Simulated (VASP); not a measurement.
Runs of VASP 6.6.1 on Mg. It takes space group P6_3/mmc (No. 194, hexagonal). Conventional cell: a = 3.209 Å, b = 3.209 Å, c = 5.210 Å, α = 90.00°, β = 90.00°, γ = 120.00°. Around Mg (site symmetry -6m2) lie 12 Mg at 3.20 to 3.21 Å. 

| task | level | cell | cutoff (eV) | smearing | gap on the mesh (eV) | pressure (GPa) | relaxed volume (Å³/atom) |
| --- | --- | --- | --- | --- | --- | --- | --- |
| relaxation of cell and atoms | BLYP+D3 | relaxed | 600 | fermi-dirac 0.05 eV | none | 0.0 | 21.83 |
| relaxation of cell and atoms | BLYP+D4 | relaxed | 600 | fermi-dirac 0.05 eV | none | 0.1 | 23.22 |
| single point | PBE | as given | 520 | gaussian 0.026 eV | none | (a) | - |
| relaxation of cell and atoms | BLYP+D3(BJ) | relaxed | 600 | fermi-dirac 0.05 eV | none | 0.0 | 20.55 |

Alike in all rows: potentials or basis VASP PAW PBE potentials, release 64 (Mg); no spin polarisation; k mesh 10 × 10 × 5.

Question: Estimate the missing entries.

Answer: (a) -0.6.

Caveats: the PAW data sets were made with another functional, which shifts forces and pressure a little (some runs); pairwise dispersion overbinds metals, which lowers pressure and volume (some runs); the volume moved by -12 % from the deposited cell, more than functionals usually miss (some runs).

A gap of «none» marks a metal or a gap under the smearing width.
